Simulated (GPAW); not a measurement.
# Si2Ni (Fm-3m) in GPAW: convergence with smearing function

Aim: find how far smearing function must go before the results for Si2Ni settle, at PBEsol. This setting moves, with any that are tied to it; all else stays.

Everything below comes from runs of GPAW 26.7.0. Logs are shortened: lines on timing, memory, paths and dates and some standing lists are left out, and cuts for length are marked. The log counts tension as positive stress, the text compression.

## 1. The crystal as given

The structure is cubic, space group Fm-3m (No. 225). Conventional cell: a = 5.406 Å, b = 5.406 Å, c = 5.406 Å, α = 90.00°, β = 90.00°, γ = 90.00°. Around Ni (site symmetry m-3m) lie 8 Si at 2.34 Å. Si (site symmetry -43m) has 4 Ni at 2.34 Å as nearest neighbours.

## 2. With smearing function fermi-dirac

run.py

```python
from ase.dft.bandgap import bandgap
from ase.io import read, write
from ase.units import GPa
from gpaw import GPAW, PW, setup_paths

setup_paths.insert(0, '.')

atoms = read('Si2Ni.xyz')
atoms.set_initial_magnetic_moments([1.0, 0.0, 0.0])

calc = GPAW(mode=PW(600),
            xc='PBEsol',
            kpts={'size': (7, 7, 7), 'gamma': True},
            occupations={'name': 'fermi-dirac', 'width': 0.1},
            nbands=24,
            convergence={'density': 1e-05, 'energy': 1e-05},
            maxiter=100,
            txt='gpaw.txt')
atoms.calc = calc
energy = atoms.get_potential_energy()
forces = atoms.get_forces()
stress = atoms.get_stress()
calc.write('gs.gpw')
write('result.traj', atoms)
print(f'Energy: {energy:.6f} eV')
print('Forces (eV/A):')
print(forces.round(4))
print('Stress (GPa):', (stress / GPa).round(3))
print('Moments:', calc.get_magnetic_moments().round(3))
print('Fermi level:', round(calc.get_fermi_level(), 4), 'eV')
print(f'Gap: {bandgap(calc)[0]:.4f} eV, direct: {bandgap(calc, direct=True)[0]:.4f} eV')
```

Si2Ni.xyz

```xyz
3
Lattice="0.0000000000 2.7030000000 2.7030000000 2.7030000000 0.0000000000 2.7030000000 2.7030000000 2.7030000000 0.0000000000" Properties=species:S:1:pos:R:3 pbc="T T T"
Ni     0.0000000000      0.0000000000      0.0000000000
Si     4.0545000000      4.0545000000      4.0545000000
Si     1.3515000000      1.3515000000      1.3515000000
```

Potentials or basis: PAW data sets generated in the run's folder for this functional, pw.

The run is started by

```bash
$ gpaw-setup -f PBEsol Ni Si
$ OMP_NUM_THREADS=1 python run.py
```

gpaw.txt:

```text
__  _  _
 | _ |_)|_||  |
 |__||  | ||/\| - 26.7.0

Input parameters:
  mode=PW(ecut=600.0),
  convergence={'density': 1e-05, 'energy': 1e-05},
  kpts=MonkhorstPack(size=(7, 7, 7), gamma=True),
  maxiter=100,
  nbands=24,
  occupations=Occupations(name='fermi-dirac', width=0.1),
  xc=XC(name='PBEsol')

Diagonalizing LCAO Hamiltonian
Converting LCAO to pw mode

                    Si

           Si

       Ni

Atoms  # Å, Bohr magnetons
|   | symbol |        x |        y |        z |    initial magnetic moments |
|---|--------|----------|----------|----------|-----------------------------|
| 0 |     Ni | 0.000000 | 0.000000 | 0.000000 | ( 0.0000,  0.0000,  1.0000) |
| 1 |     Si | 4.054500 | 4.054500 | 4.054500 | ( 0.0000,  0.0000,  0.0000) |
| 2 |     Si | 1.351500 | 1.351500 | 1.351500 | ( 0.0000,  0.0000,  0.0000) |

Unit cell  # Å
| periodic |        x |        y |        z |  lengths |    angles |
|----------|----------|----------|----------|----------|-----------|
|      yes | 0.000000 | 2.703000 | 2.703000 | 3.822619 | 60.000000 |
|      yes | 2.703000 | 0.000000 | 2.703000 | 3.822619 | 60.000000 |
|      yes | 2.703000 | 2.703000 | 0.000000 | 3.822619 | 60.000000 |

Number of symmetries: 48
Symmetry operations  # r_c * U_cc + t_c -> r_c
|    | kind |            matrix            |
|----|------|------------------------------|
|  0 |  σ   |  1, 0, 0,  1, 0,-1,  1,-1, 0 |
|  1 |  C2  |  1, 0, 0,  1,-1, 0,  1, 0,-1 |
|  2 |  E   |  1, 0, 0,  0, 1, 0,  0, 0, 1 |
|  3 |  σ   |  1, 0, 0,  0, 0, 1,  0, 1, 0 |
|  4 |  C4  |  1, 0,-1,  1, 0, 0,  1,-1, 0 |
|  5 |  S6  |  1, 0,-1,  1,-1, 0,  1, 0, 0 |
|  6 |  σ   |  1, 0,-1,  0, 1,-1,  0, 0,-1 |
|  7 |  C3  |  1, 0,-1,  0, 0,-1,  0, 1,-1 |
|  8 |  S6  |  1,-1, 0,  1, 0, 0,  1, 0,-1 |
|  9 |  C4  |  1,-1, 0,  1, 0,-1,  1, 0, 0 |
| 10 |  C3  |  1,-1, 0,  0,-1, 1,  0,-1, 0 |
| 11 |  σ   |  1,-1, 0,  0,-1, 0,  0,-1, 1 |
| 12 |  σ   |  0, 1, 0,  1, 0, 0,  0, 0, 1 |
| 13 |  C4  |  0, 1, 0,  0, 1,-1, -1, 1, 0 |
| 14 |  C3  |  0, 1, 0,  0, 0, 1,  1, 0, 0 |
| 15 |  S6  |  0, 1, 0, -1, 1, 0,  0, 1,-1 |
| 16 |  C2  |  0, 1,-1,  1, 0,-1,  0, 0,-1 |
| 17 |  σ   |  0, 1,-1,  0, 1, 0, -1, 1, 0 |
| 18 |  S4  |  0, 1,-1,  0, 0,-1,  1, 0,-1 |
| 19 |  C4  |  0, 1,-1, -1, 1, 0,  0, 1, 0 |
| 20 |  C3  |  0, 0, 1,  1, 0, 0,  0, 1, 0 |
| 21 |  σ   |  0, 0, 1,  0, 1, 0,  1, 0, 0 |
| 22 |  S6  |  0, 0, 1,  0,-1, 1, -1, 0, 1 |
| 23 |  C4  |  0, 0, 1, -1, 0, 1,  0,-1, 1 |
| 24 |  S4  |  0, 0,-1,  1, 0,-1,  0, 1,-1 |
| 25 |  C3  |  0, 0,-1,  0, 1,-1,  1, 0,-1 |
| 26 |  C2  |  0, 0,-1,  0,-1, 0, -1, 0, 0 |
| 27 |  S6  |  0, 0,-1, -1, 0, 0,  0,-1, 0 |
| 28 |  S4  |  0,-1, 1,  1,-1, 0,  0,-1, 0 |
| 29 |  C4  |  0,-1, 1,  0, 0, 1, -1, 0, 1 |
| 30 |  C2  |  0,-1, 1,  0,-1, 0,  1,-1, 0 |
| 31 |  σ   |  0,-1, 1, -1, 0, 1,  0, 0, 1 |
| 32 |  C3  |  0,-1, 0,  1,-1, 0,  0,-1, 1 |
| 33 |  S6  |  0,-1, 0,  0, 0,-1, -1, 0, 0 |
| 34 |  S4  |  0,-1, 0,  0,-1, 1,  1,-1, 0 |
| 35 |  C2  |  0,-1, 0, -1, 0, 0,  0, 0,-1 |
| 36 |  C2  | -1, 1, 0,  0, 1, 0,  0, 1,-1 |
| 37 |  S6  | -1, 1, 0,  0, 1,-1,  0, 1, 0 |
| 38 |  S4  | -1, 1, 0, -1, 0, 1, -1, 0, 0 |
| 39 |  C3  | -1, 1, 0, -1, 0, 0, -1, 0, 1 |
| 40 |  S6  | -1, 0, 1,  0, 0, 1,  0,-1, 1 |
| 41 |  C2  | -1, 0, 1,  0,-1, 1,  0, 0, 1 |
| 42 |  C3  | -1, 0, 1, -1, 1, 0, -1, 0, 0 |
[... 92 lines left out ...]
    | kind |    occ | energy [eV] | rcut [Å] |
    |------|--------|-------------|----------|
    |   3s |  2.000 |     -10.768 |    1.058 |
    |   3p |  2.000 |      -4.057 |    1.058 |
    |    s |        |      16.444 |    1.058 |
    |    p |        |      23.155 |    1.058 |
    |    d |        |       0.000 |    1.058 |

    Using partial waves for Si as LCAO basis

Reference energy: -57075.982251  # eV

eigensolver:
  PPCG
  Converge bands: occupied
  niter=2

density mixing:
  MSR1-Mixer
  Pratt-step length: 0.05
  Maximum mixing coefficient: 0.75
  Old densities: 10
  SVD Regularization: 0.005
  Good broyden scale: 1.0
  Trust region scale: 1.0
  Backstep threshold: 4.0
  History deletion threshold: 6.0
  Fourier metric: weight=20.0, sigma=0.015

occupation numbers:
  Fermi-Dirac:
    width: 0.1000  # eV

poisson solver:
  ecut: 4800.0  # eV

xc functional:
  name: PBEsol with 2 nearest neighbor stencil

convergence criteria:
- Maximum integral of absolute [dens]ity change: 1e-05 electrons / valence electron
- Maximum [total energy] change in last 3 cyles: 1e-05 eV / valence electron
- Maximum integral of absolute [eigenst]ate change: 4e-08 eV^2 / valence electron
maximum number of iterations: 100

SCF iterations
|iter     | |      energy | eigst |  dens |  magmom |
|---------|-|-------------|-------|-------|---------|
|iter:   1| |  -21.228901 | +0.51 |       |  +1.0014|
|iter:   2| |  -20.978333 | -1.95 | -0.92 |  +0.9567|
|iter:   3| |  -20.747479 | -1.90 | -0.97 |  +0.6655|
|iter:   4| |  -20.761844 | -2.55 | -1.22 |  +0.2601|
|iter:   5| |  -20.774457 | -3.33 | -1.73 |  +0.1219|
|iter:   6| |  -20.780414 | -3.77 | -2.06 |  -0.0090|
|iter:   7| |  -20.780667 | -5.11 | -2.54 |  -0.0014|
|iter:   8| |  -20.780779 | -5.30 | -2.82 |  -0.0006|
|iter:   9| |  -20.780778c| -7.13 | -3.61 |  +0.0001|
|iter:  10| |  -20.780779c| -8.03c| -4.07 |  +0.0001|
|iter:  11| |  -20.780779c| -7.69c| -4.72 |  +0.0000|
|iter:  12| |  -20.780779c| -8.60c| -5.25c|  +0.0000|

Converged in 12 steps
Energy contributions relative to reference atoms: (reference = -57075.982251)

Energy contributions:
  Kinetic:          13.109757
  Coulomb:          -8.191346
  Zero:              0.028539
  External:          0.000000
  Xc:              -25.717202
  Entropy:          -0.021053
  Spinorbit:         0.000000
  ----------------------------
  Free energy:     -20.791305
  Extrapolated:    -20.780779

dipole moment: (-11.224905, -11.224905, -11.224905)  # |e|*Ang

Total magnetic moment: (0.000000, 0.000000, 0.000008)

Local magnetic moments
|        x |        y |         z |
|----------|----------|-----------|
| 0.000000 | 0.000000 | -0.000001 |  # Ni   0
| 0.000000 | 0.000000 |  0.000003 |  # Si   1
| 0.000000 | 0.000000 |  0.000003 |  # Si   2

Fermi level: 9.594
Eigenvalues  # (at kpt = [0.000, 0.000, 0.000])
| band index |      eig [eV] | occ [0-1] |      eig [eV] | occ [0-1] |
|------------|---------------|-----------|---------------|-----------|
|          0 |       -55.310 |     1.000 |       -55.310 |     1.000 |
|        ... |               |           |               |           |
|          2 |       -55.310 |     1.000 |       -55.310 |     1.000 |
|          3 |        -4.293 |     1.000 |        -4.293 |     1.000 |
|          4 |         4.365 |     1.000 |         4.365 |     1.000 |
|          5 |         4.365 |     1.000 |         4.365 |     1.000 |
|          6 |         4.365 |     1.000 |         4.365 |     1.000 |
|          7 |         6.053 |     1.000 |         6.053 |     1.000 |
[... 8 lines left out ...]
|         16 |        14.286 |     0.000 |        14.286 |     0.000 |
|         17 |        14.286 |     0.000 |        14.286 |     0.000 |
|        ... |               |           |               |           |
|         23 |        30.544 |     0.000 |        30.544 |     0.000 |

No gap
No difference between direct/indirect transitions

Forces  # eV/Ang
|        x |        y |       z |
|----------|----------|---------|
|  0.00000 |  0.00000 | 0.00000 |  # Ni   0
| -0.00000 | -0.00000 | 0.00000 |  # Si   1
|  0.00000 | -0.00000 | 0.00000 |  # Si   2

Stress tensor  # eV/Ang^3
|         x |         y |         z |
|-----------|-----------|-----------|
|  0.001811 |  0.000000 | -0.000000 |
|  0.000000 |  0.001811 | -0.000000 |
| -0.000000 | -0.000000 |  0.001811 |

# Writing to gs.gpw (mode='')
```

It took 33 s on 1 thread of Arm Neoverse V2, shared host; peak memory 0.18 GiB.

What came out:

```
Free energy            : -20.7913 eV
Pressure               : -0.3 GPa
Band gap on the k mesh : none (metal or under the smearing width)
Net moment             : 0.00 μB per cell
```

## 3. With smearing function gaussian

run.py, as its differences from that of step 2:

```diff
@@ -13,3 +13,3 @@
             kpts={'size': (7, 7, 7), 'gamma': True},
-            occupations={'name': 'fermi-dirac', 'width': 0.1},
+            occupations={'name': 'methfessel-paxton', 'order': 0, 'width': 0.1},
             nbands=24,
```

Si2Ni.xyz is that of step 2.

Potentials or basis: PAW data sets generated in the run's folder for this functional, pw.

The run is started by

```bash
$ gpaw-setup -f PBEsol Ni Si
$ OMP_NUM_THREADS=1 python run.py
```

It took 33 s on 1 thread of Arm Neoverse V2, shared host; peak memory 0.18 GiB.

The run converged. Its results:

* Free energy: -20.7816 eV
* Pressure: -0.3 GPa
* Band gap on the k mesh: none (metal or under the smearing width)
* Net moment: 0.00 μB per cell

## 4. With smearing function marzari-vanderbilt

run.py, as its differences from that of step 3:

```diff
@@ -13,3 +13,3 @@
             kpts={'size': (7, 7, 7), 'gamma': True},
-            occupations={'name': 'methfessel-paxton', 'order': 0, 'width': 0.1},
+            occupations={'name': 'marzari-vanderbilt', 'width': 0.1},
             nbands=24,
```

Si2Ni.xyz is that of step 3.

The run is started by

```bash
$ gpaw-setup -f PBEsol Ni Si
$ OMP_NUM_THREADS=1 python run.py
```

Run time: 34 s. Hardware: 1 thread of Arm Neoverse V2, shared host; peak memory 0.18 GiB.

Results (log left out):

* Free energy: -20.7793 eV
* Pressure: -0.3 GPa
* Band gap on the k mesh: none (metal or under the smearing width)
* Net moment: 0.00 μB per cell

## 5. With smearing function methfessel-paxton

run.py, as its differences from that of step 4:

```diff
@@ -13,3 +13,3 @@
             kpts={'size': (7, 7, 7), 'gamma': True},
-            occupations={'name': 'marzari-vanderbilt', 'width': 0.1},
+            occupations={'name': 'methfessel-paxton', 'width': 0.1},
             nbands=24,
```

Si2Ni.xyz is that of step 4.

The run is started by

```bash
$ gpaw-setup -f PBEsol Ni Si
$ OMP_NUM_THREADS=1 python run.py
```

Run time: 36 s. Hardware: 1 thread of Arm Neoverse V2, shared host; peak memory 0.18 GiB.

The run converged. Its results:

```yaml
Free_energy: -20.7816 eV
Pressure: -0.3 GPa
Band_gap_on_the_k_mesh: none (metal or under the smearing width)
Net_moment: 0.00 μB per cell
```

## 6. With smearing function tetrahedron-method

run.py, as its differences from that of step 5:

```diff
@@ -13,3 +13,3 @@
             kpts={'size': (7, 7, 7), 'gamma': True},
-            occupations={'name': 'methfessel-paxton', 'width': 0.1},
+            occupations={'name': 'tetrahedron-method'},
             nbands=24,
```

Si2Ni.xyz is that of step 5.

Potentials or basis: PAW data sets generated in the run's folder for this functional, pw.

The run is started by

```bash
$ gpaw-setup -f PBEsol Ni Si
$ OMP_NUM_THREADS=1 python run.py
```

Wall time 33 s (1 thread of Arm Neoverse V2, shared host); peak memory 0.18 GiB.

The run converged. Its results:

```
Free energy            : -20.6842 eV
Pressure               : -0.3 GPa
Band gap on the k mesh : none (metal or under the smearing width)
Net moment             : 0.00 μB per cell
```

## 7. With smearing function improved-tetrahedron-method

run.py, as its differences from that of step 6:

```diff
@@ -13,3 +13,3 @@
             kpts={'size': (7, 7, 7), 'gamma': True},
-            occupations={'name': 'tetrahedron-method'},
+            occupations={'name': 'improved-tetrahedron-method'},
             nbands=24,
```

Si2Ni.xyz is that of step 6.

The run is started by

```bash
$ gpaw-setup -f PBEsol Ni Si
$ OMP_NUM_THREADS=1 python run.py
```

Wall time 33 s (1 thread of Arm Neoverse V2, shared host); peak memory 0.18 GiB.

Results (log left out):

```yaml
Free_energy: -20.7637 eV
Pressure: -0.4 GPa
Band_gap_on_the_k_mesh: none (metal or under the smearing width)
Net_moment: 0.00 μB per cell
```

## 8. With smearing function fixed

run.py, as its differences from that of step 7:

```diff
@@ -13,3 +13,3 @@
             kpts={'size': (7, 7, 7), 'gamma': True},
-            occupations={'name': 'improved-tetrahedron-method'},
+            occupations={'width': 0.0},
             nbands=24,
```

Si2Ni.xyz is that of step 7.

The run is started by

```bash
$ gpaw-setup -f PBEsol Ni Si
$ OMP_NUM_THREADS=1 python run.py
```

Run time: 32 s. Hardware: 1 thread of Arm Neoverse V2, shared host; peak memory 0.18 GiB.

Results (log left out):

* Free energy: -20.7771 eV
* Pressure: -0.3 GPa
* Band gap on the k mesh: none (metal or under the smearing width)
* Net moment: 0.10 μB per cell
* Site moments: Ni +0.07; Si +0.01 μB

## 9. The series at a glance

```tsv
smearing function	energy less the tightest run, at zero smearing (meV/atom)	pressure (GPa)	largest site moment (μB)	SCF cycles	CPU time (s)	peak memory (GiB)
fermi-dirac	-1.23	-0.29	0.00	12	33	0.18
gaussian	-0.61	-0.31	0.00	12	33	0.18
marzari-vanderbilt	-0.75	-0.31	0.00	12	34	0.18
methfessel-paxton	-0.61	-0.31	0.00	12	36	0.18
tetrahedron-method	30.97	-0.29	0.00	12	33	0.18
improved-tetrahedron-method	4.44	-0.42	0.00	12	33	0.18
fixed	0.00	-0.29	0.07	12	32	0.18
```

Not settled before the last step: the energy (to 1 meV/atom), the pressure (to 0.1 GPa), the largest site moment (to 0.02 μB). Narrower smearing needs a denser k mesh, so at a fixed mesh the narrowest width isn't the most accurate. The tightest run that finished is the yardstick and may itself not be fully converged.

Caveats: the stock nickel data set gives pressures a few GPa off other programs.
